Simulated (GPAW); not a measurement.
# Sb in GPAW: notebook

Runs on Sb. Level: PBE. Tasks: single point.

All numbers are computed with GPAW 26.7.0; they aren't measurements. Logs are shortened: lines on timing, memory, paths and dates and some standing lists are left out, and cuts for length are marked. The log counts tension as positive stress, the text compression.

### 1 The cell of the first run

The cell holds a slab with vacuum, 2 atoms: a = 4.469 Å, b = 4.469 Å, c = 16.824 Å, α = 90.00°, β = 90.00°, γ = 120.00°.

The slab is cut from a database's or a generator's crystal, which needn't be the stable form of the element.

### 2 Single point, PBE (the (1 1 1) slab of Sb, cut from the database cell, not relaxed)

The input, run.py:

```python
import numpy as np
from ase.dft.bandgap import bandgap
from ase.io import read, write
from gpaw import GPAW, PW

atoms = read('POSCAR')
atoms.pbc = (True, True, False)

calc = GPAW(mode=PW(450),
            xc='PBE',
            kpts={'size': (7, 7, 1), 'gamma': True},
            occupations={'name': 'fermi-dirac', 'width': 0.05},
            nbands=25,
            convergence={'density': 1e-05, 'energy': 1e-05},
            maxiter=150,
            poissonsolver={'dipolelayer': 'xy'},
            txt='gpaw.txt')
atoms.calc = calc
energy = atoms.get_potential_energy()
forces = atoms.get_forces()
calc.write('gs.gpw')
write('result.traj', atoms)
print(f'Energy: {energy:.6f} eV')
print('Forces (eV/A):')
print(forces.round(4))
print('Fermi level:', round(calc.get_fermi_level(), 4), 'eV')
print(f'Gap: {bandgap(calc)[0]:.4f} eV, direct: {bandgap(calc, direct=True)[0]:.4f} eV')

v = calc.get_electrostatic_potential().mean(axis=(0, 1))
z = np.arange(len(v)) * atoms.cell[2, 2] / len(v)
ef = calc.get_fermi_level()
np.savetxt('planar.dat', np.c_[z, v], fmt='%.4f')
below, above = np.interp([1.5, atoms.cell[2, 2] - 1.5], z, v) - ef
print(f'Work functions: bottom {below:.4f} eV, top {above:.4f} eV')
print('Dipole moment:', *calc.get_dipole_moment().round(5), 'e A')
```

The input, POSCAR:

```
Sb
1.0
    4.4689148571      0.0000000000      0.0000000000
   -2.2344574285      3.8701937936      0.0000000000
    0.0000000000      0.0000000000     16.8244270000
Sb
2
Direct
    0.6666666667      0.3333333333      0.4457804120
    0.3333333333      0.6666666667      0.5542195791
```

Potentials or basis: GPAW PAW data sets (gpaw-data 1.2.1), pw.

Run with:

```bash
$ OMP_NUM_THREADS=1 python run.py
```

gpaw.txt:

```text
__  _  _
 | _ |_)|_||  |
 |__||  | ||/\| - 26.7.0

Input parameters:
  mode=PW(ecut=450.00000000000006),
  convergence={'density': 1e-05, 'energy': 1e-05},
  kpts=MonkhorstPack(size=(7, 7, 1), gamma=True),
  maxiter=150,
  nbands=25,
  occupations=Occupations(name='fermi-dirac', width=0.05),
  poissonsolver=PoissonSolver(dipolelayer='xy'),
  xc=XC(name='PBE')

Diagonalizing LCAO Hamiltonian
Converting LCAO to pw mode

        Sb

            Sb

Atoms  # Å, Bohr magnetons
|   | symbol |         x |        y |        z |    initial magnetic moments |
|---|--------|-----------|----------|----------|-----------------------------|
| 0 |     Sb |  2.234457 | 1.290065 | 7.500000 | ( 0.0000,  0.0000,  0.0000) |
| 1 |     Sb | -0.000000 | 2.580129 | 9.324427 | ( 0.0000,  0.0000,  0.0000) |

Unit cell  # Å
| periodic |         x |        y |         z |   lengths |     angles |
|----------|-----------|----------|-----------|-----------|------------|
|      yes |  4.468915 | 0.000000 |  0.000000 |  4.468915 |  90.000000 |
|      yes | -2.234457 | 3.870194 |  0.000000 |  4.468915 |  90.000000 |
|       no |  0.000000 | 0.000000 | 16.824427 | 16.824427 | 120.000000 |

Number of symmetries: 12
Symmetry operations  # r_c * U_cc + t_c -> r_c
|    | kind |            matrix            |
|----|------|------------------------------|
|  0 |  σ   |  1, 1, 0,  0,-1, 0,  0, 0, 1 |
|  1 |  S6  |  1, 1, 0, -1, 0, 0,  0, 0,-1 |
|  2 |  E   |  1, 0, 0,  0, 1, 0,  0, 0, 1 |
|  3 |  C2  |  1, 0, 0, -1,-1, 0,  0, 0,-1 |
|  4 |  C2  |  0, 1, 0,  1, 0, 0,  0, 0,-1 |
|  5 |  C3  |  0, 1, 0, -1,-1, 0,  0, 0, 1 |
|  6 |  S6  |  0,-1, 0,  1, 1, 0,  0, 0,-1 |
|  7 |  σ   |  0,-1, 0, -1, 0, 0,  0, 0, 1 |
|  8 |  σ   | -1, 0, 0,  1, 1, 0,  0, 0, 1 |
|  9 |  i   | -1, 0, 0,  0,-1, 0,  0, 0,-1 |
| 10 |  C3  | -1,-1, 0,  1, 0, 0,  0, 0, 1 |
| 11 |  C2  | -1,-1, 0,  0, 1, 0,  0, 0,-1 |

BZ-sampling:
  Number of BZ points: 49
  Number of IBZ points: 8

  Monkhorst-Pack size: [7, 7, 1]
  Monkhorst-Pack shift: [0, 0, 0]

K-points  # in reciprocal-cell coordinates
|   |                                coordinates |     weight |
|---|--------------------------------------------|------------|
| 0 | (  0.00000000,   0.00000000,   0.00000000) | 0.02040816 |
| 1 | (  0.14285714,   0.00000000,   0.00000000) | 0.12244898 |
| 2 | (  0.28571429,  -0.14285714,   0.00000000) | 0.12244898 |
| 3 | (  0.28571429,   0.00000000,   0.00000000) | 0.12244898 |
| 4 | (  0.42857143,  -0.14285714,   0.00000000) | 0.24489796 |
| 5 | (  0.42857143,   0.00000000,   0.00000000) | 0.12244898 |
| 6 | (  0.42857143,   0.28571429,   0.00000000) | 0.12244898 |
| 7 | (  0.42857143,   0.42857143,   0.00000000) | 0.12244898 |

Plane wave coefficients: 6353
Cutoff: 450.00000000000006 eV

Spin-components: 1 (collinear spins)
Bands:           25
Projectors:      12
Spin-degeneracy: 2
Datatype:        complex128

Parallelization:
  kpt:    1
  domain: 1
  band:   1

Density:
  Valence electrons: 30.0
  Components: 1
  Grid points: [24 24 84]
  Charge: 0.0  # |e|

Potential:
  Grid points: [24 24 84]

species:
  Sb:
    name:    Antimony
    Z:       51.0
    valence: 15
    core:    36
    charge:  0.0  # [|e|]
    compensation charges:
      type: gauss
      rc: 0.36  # [Å]
      lmax: 2
    cutoffs:
      filter: 2.23  # [Å]
      core: 2.23  # [Å]
    projectors
    | kind |    occ | energy [eV] | rcut [Å] |
    |------|--------|-------------|----------|
    |   5s |  2.000 |     -12.815 |    1.154 |
    |   5p |  3.000 |      -4.830 |    1.233 |
    |   4d | 10.000 |     -33.514 |    1.196 |
    |    s |        |      14.396 |    1.154 |
    |    p |        |      22.381 |    1.233 |
    |    d |        |      -6.303 |    1.196 |

    Using partial waves for Sb as LCAO basis

Reference energy: -352563.116496  # eV

eigensolver:
  PPCG
  Converge bands: occupied
  niter=2

density mixing:
  MSR1-Mixer
  Pratt-step length: 0.05
  Maximum mixing coefficient: 0.75
  Old densities: 10
  SVD Regularization: 0.005
  Good broyden scale: 1.0
  Trust region scale: 1.0
  Backstep threshold: 4.0
  History deletion threshold: 6.0
  Fourier metric: weight=20.0, sigma=0.015

occupation numbers:
  Fermi-Dirac:
    width: 0.0500  # eV

<gpaw.new.pw.poisson.DipoleLayerPWPoissonSolver object>
xc functional:
  name: PBE with 2 nearest neighbor stencil

convergence criteria:
[... 6 lines left out ...]
|iter     | |      energy | eigst |  dens |
|---------|-|-------------|-------|-------|
|iter:   1| |   -8.050240 | +0.18 |       |
|iter:   2| |   -8.058377 | -2.03 | -1.53 |
|iter:   3| |   -8.043387 | -2.49 | -1.56 |
|iter:   4| |   -8.044975 | -3.00 | -2.05 |
|iter:   5| |   -8.045499 | -4.03 | -2.71 |
|iter:   6| |   -8.045623 | -4.80 | -3.06 |
|iter:   7| |   -8.045624c| -5.82 | -4.11 |
|iter:   8| |   -8.045625c| -6.62 | -4.61 |
|iter:   9| |   -8.045625c| -7.60c| -5.10c|

Converged in 9 steps
Energy contributions relative to reference atoms: (reference = -352563.116496)

Energy contributions:
  Kinetic:         -12.791983
  Coulomb:           7.992535
  Zero:              0.415356
  External:          0.000000
  Xc:               -3.661531
  Entropy:          -0.000002
  Spinorbit:         0.000000
  ----------------------------
  Free energy:      -8.045626
  Extrapolated:     -8.045625

dipole moment: (-0.000000, -0.000001, -0.000005)  # |e|*Ang

Fermi level: -1.918
Eigenvalues  # (at kpt = [0.000, 0.000, 0.000])
| band index |      eig [eV] | occ [0-2] |
|------------|---------------|-----------|
|          0 |       -30.972 |     2.000 |
|        ... |               |           |
|          7 |       -30.879 |     2.000 |
|          8 |       -30.864 |     2.000 |
|          9 |       -30.864 |     2.000 |
|         10 |       -12.391 |     2.000 |
|         11 |        -9.043 |     2.000 |
|         12 |        -2.986 |     2.000 |
[... 8 lines left out ...]
|         21 |         4.147 |     0.000 |
|         22 |         4.220 |     0.000 |
|        ... |               |           |
|         24 |         5.145 |     0.000 |

Gap: 1.055 eV
Transition (v -> c):
  (s=0, k=0, n=14, [0.00, 0.00, 0.00]) -> (s=0, k=0, n=15, [0.00, 0.00, 0.00])
No difference between direct/indirect transitions
vacuum-level: 2.256  # V
Workfunctions: 4.174, 4.174 eV (top, bottom)

Forces  # eV/Ang
|        x |       y |        z |
|----------|---------|----------|
| -0.00000 | 0.00000 |  1.88885 |  # Sb   0
|  0.00000 | 0.00000 | -1.88885 |  # Sb   1

# Writing to gs.gpw (mode='')
```

Wall time 19 s (1 thread of Arm Neoverse V2, shared host); peak memory 0.22 GiB.

Results:

```yaml
Free_energy: -8.0456 eV
Largest_force: 1.889 eV/Å
Band_gap_on_the_k_mesh: 1.05 eV, direct
Dipole_across_the_slab: 0.00 e·Å
Ionisation_potential_of_the_upper_face: 4.71 eV
Electron_affinity_of_the_upper_face: 3.65 eV
Work_function_of_the_upper_face: 4.17 eV
Work_function_of_the_lower_face: 4.17 eV
```

Forces in eV/Å, atoms in the order of the input:
```
Sb   0.000  0.000  1.889
Sb   0.000  0.000 -1.889
```

Levels at points of the mesh, in eV from the valence-band top:
```tsv
k point	band 12	band 13	band 14	band 15	band 16	band 17	band 18	band 19
(0.00, 0.00, 0.00)	-6.59	-0.54	0.00	0.00	1.05	2.19	2.19	4.28
```

Caveat: the Fermi level lies in a gap; spin-orbit coupling is left out, which moves the levels of the heavy elements.

### 3 Single point, PBE (the (1 1 1) slab of Sb, cut from the database cell, not relaxed)

Changes to run.py since step 2:

```diff
@@ -12,3 +12,3 @@
             occupations={'name': 'fermi-dirac', 'width': 0.05},
-            nbands=25,
+            nbands=36,
             convergence={'density': 1e-05, 'energy': 1e-05},
```

The input, POSCAR:

```
Sb
1.0
    4.4689148571      0.0000000000      0.0000000000
   -2.2344574285      3.8701937936      0.0000000000
    0.0000000000      0.0000000000     18.6488540000
Sb
3
Direct
    0.6666666667      0.3333333333      0.4021694845
    0.3333333333      0.6666666667      0.4999999920
    0.0000000000      0.0000000000      0.5978304995
```

Potentials or basis: GPAW PAW data sets (gpaw-data 1.2.1), pw.

Run with:

```bash
$ OMP_NUM_THREADS=1 python run.py
```

It took 42 s on 1 thread of Arm Neoverse V2, shared host; peak memory 0.25 GiB.

It converged, with:

- Free energy: -11.2331 eV
- Largest force: 0.352 eV/Å
- Band gap on the k mesh: none (metal or under the smearing width)
- Dipole across the slab: 0.00 e·Å
- Work function of the upper face: 4.84 eV
- Work function of the lower face: 4.84 eV

Forces on the atoms (eV/Å):
```
Sb   0.000  0.000  0.352
Sb   0.000  0.000  0.000
Sb   0.000  0.000 -0.352
```

Levels at points of the mesh, in eV from the Fermi level:
```
           k point  band 19  band 20  band 21  band 22  band 23  band 24  band 25  band 26
(0.00, 0.00, 0.00)    -0.94    -0.92    -0.92    -0.01     0.38     0.38     1.46     2.27
```

The run has no spin-orbit coupling, so splittings on Sb are missing.

### 4 Single point, PBE (the (1 1 1) slab of Sb, cut from the database cell, not relaxed)

Changes to run.py since step 3:

```diff
@@ -12,3 +12,3 @@
             occupations={'name': 'fermi-dirac', 'width': 0.05},
-            nbands=36,
+            nbands=46,
             convergence={'density': 1e-05, 'energy': 1e-05},
```

The input, POSCAR:

```
Sb
1.0
    4.4689148571      0.0000000000      0.0000000000
   -2.2344574285      3.8701937936      0.0000000000
    0.0000000000      0.0000000000     20.4732810000
Sb
4
Direct
    0.6666666667      0.3333333333      0.3663311220
    0.3333333333      0.6666666667      0.4554437000
    0.0000000000      0.0000000000      0.5445562781
    0.6666666667      0.3333333333      0.6336688561
```

Potentials or basis: GPAW PAW data sets (gpaw-data 1.2.1), pw.

Run with:

```bash
$ OMP_NUM_THREADS=1 python run.py
```

gpaw.txt:

```text
__  _  _
 | _ |_)|_||  |
 |__||  | ||/\| - 26.7.0

Input parameters:
  mode=PW(ecut=450.00000000000006),
  convergence={'density': 1e-05, 'energy': 1e-05},
  kpts=MonkhorstPack(size=(7, 7, 1), gamma=True),
  maxiter=150,
  nbands=46,
  occupations=Occupations(name='fermi-dirac', width=0.05),
  poissonsolver=PoissonSolver(dipolelayer='xy'),
  xc=XC(name='PBE')

Diagonalizing LCAO Hamiltonian
Converting LCAO to pw mode

             Sb

       SbSb

             Sb

Atoms  # Å, Bohr magnetons
|   | symbol |         x |        y |         z |    initial magnetic moments |
|---|--------|-----------|----------|-----------|-----------------------------|
| 0 |     Sb |  2.234457 | 1.290065 |  7.500000 | ( 0.0000,  0.0000,  0.0000) |
| 1 |     Sb | -0.000000 | 2.580129 |  9.324427 | ( 0.0000,  0.0000,  0.0000) |
| 2 |     Sb |  0.000000 | 0.000000 | 11.148854 | ( 0.0000,  0.0000,  0.0000) |
| 3 |     Sb |  2.234457 | 1.290065 | 12.973281 | ( 0.0000,  0.0000,  0.0000) |

Unit cell  # Å
[... 133 lines left out ...]
|iter:  13| |  -16.398199c| -7.95c| -5.26c|

Converged in 13 steps
Energy contributions relative to reference atoms: (reference = -705126.232992)

Energy contributions:
  Kinetic:         -16.468461
  Coulomb:           9.542779
  Zero:              0.810633
  External:          0.000000
  Xc:              -10.283059
  Entropy:          -0.000180
  Spinorbit:         0.000000
  ----------------------------
  Free energy:     -16.398289
  Extrapolated:    -16.398199

dipole moment: (-6.140135, -15.088481, -0.000003)  # |e|*Ang

Fermi level: -0.587
Eigenvalues  # (at kpt = [0.000, 0.000, 0.000])
| band index |      eig [eV] | occ [0-2] |
|------------|---------------|-----------|
|          0 |       -29.728 |     2.000 |
|        ... |               |           |
|         22 |        -8.624 |     2.000 |
|         23 |        -6.507 |     2.000 |
|         24 |        -1.849 |     2.000 |
|         25 |        -1.849 |     2.000 |
|         26 |        -1.784 |     2.000 |
|         27 |        -1.091 |     2.000 |
[... 8 lines left out ...]
|         36 |         3.258 |     0.000 |
|         37 |         3.460 |     0.000 |
|        ... |               |           |
|         45 |         6.953 |     0.000 |

Gap: 0.742 eV
Transition (v -> c):
  (s=0, k=2, n=29, [0.29, -0.14, 0.00]) -> (s=0, k=2, n=30, [0.29, -0.14, 0.00])
No difference between direct/indirect transitions
vacuum-level: 3.716  # V
Workfunctions: 4.303, 4.303 eV (top, bottom)

Forces  # eV/Ang
|        x |        y |        z |
|----------|----------|----------|
| -0.00000 |  0.00000 |  1.50158 |  # Sb   0
| -0.00000 |  0.00000 | -1.91036 |  # Sb   1
|  0.00000 | -0.00000 |  1.91028 |  # Sb   2
|  0.00000 |  0.00000 | -1.50197 |  # Sb   3

# Writing to gs.gpw (mode='')
```

Run time: 63 s. Hardware: 1 thread of Arm Neoverse V2, shared host; peak memory 0.28 GiB.

Results:

- Free energy: -16.3983 eV
- Largest force: 1.910 eV/Å
- Band gap on the k mesh: 0.74 eV, direct
- Dipole across the slab: 0.00 e·Å
- Ionisation potential of the upper face: 4.68 eV
- Electron affinity of the upper face: 3.94 eV
- Work function of the upper face: 4.30 eV
- Work function of the lower face: 4.30 eV

Forces in eV/Å, atoms in the order of the input:
```
Sb   0.000  0.000  1.502
Sb   0.000  0.000 -1.910
Sb   0.000  0.000  1.910
Sb   0.000  0.000 -1.502
```

Caveat: the Fermi level lies in a gap; spin-orbit coupling is left out, which moves the levels of the heavy elements.

### 5 Single point, PBE (the (1 1 1) slab of Sb, cut from the database cell, not relaxed)

Changes to run.py since step 4:

```diff
@@ -12,3 +12,3 @@
             occupations={'name': 'fermi-dirac', 'width': 0.05},
-            nbands=46,
+            nbands=56,
             convergence={'density': 1e-05, 'energy': 1e-05},
```

The input, POSCAR:

```
Sb
1.0
    4.4689148571      0.0000000000      0.0000000000
   -2.2344574285      3.8701937936      0.0000000000
    0.0000000000      0.0000000000     22.2977070000
Sb
5
Direct
    0.6666666667      0.3333333333      0.3363574559
    0.3333333333      0.6666666667      0.4181787325
    0.0000000000      0.0000000000      0.5000000090
    0.6666666667      0.3333333333      0.5818212856
    0.3333333333      0.6666666667      0.6636425621
```

Run with:

```bash
$ OMP_NUM_THREADS=1 python run.py
```

Run time: 72 s. Hardware: 1 thread of Arm Neoverse V2, shared host; peak memory 0.31 GiB.

It converged, with:

```
Free energy                     : -20.1003 eV
Largest force                   : 0.748 eV/Å
Band gap on the k mesh          : none (metal or under the smearing width)
Dipole across the slab          : 0.00 e·Å
Work function of the upper face : 4.68 eV
Work function of the lower face : 4.68 eV
```

Forces on the atoms (eV/Å):
```
Sb   0.000  0.000  0.696
Sb   0.000  0.000 -0.748
Sb   0.000  0.000  0.000
Sb   0.000  0.000  0.748
Sb   0.000  0.000 -0.696
```

Levels at points of the mesh, in eV from the Fermi level:
```tsv
k point	band 34	band 35	band 36	band 37	band 38	band 39	band 40	band 41
(0.00, 0.00, 0.00)	-0.83	-0.83	-0.60	0.04	0.06	0.06	0.91	1.30
```

Spin-orbit coupling is left out, which matters for the levels of Sb.
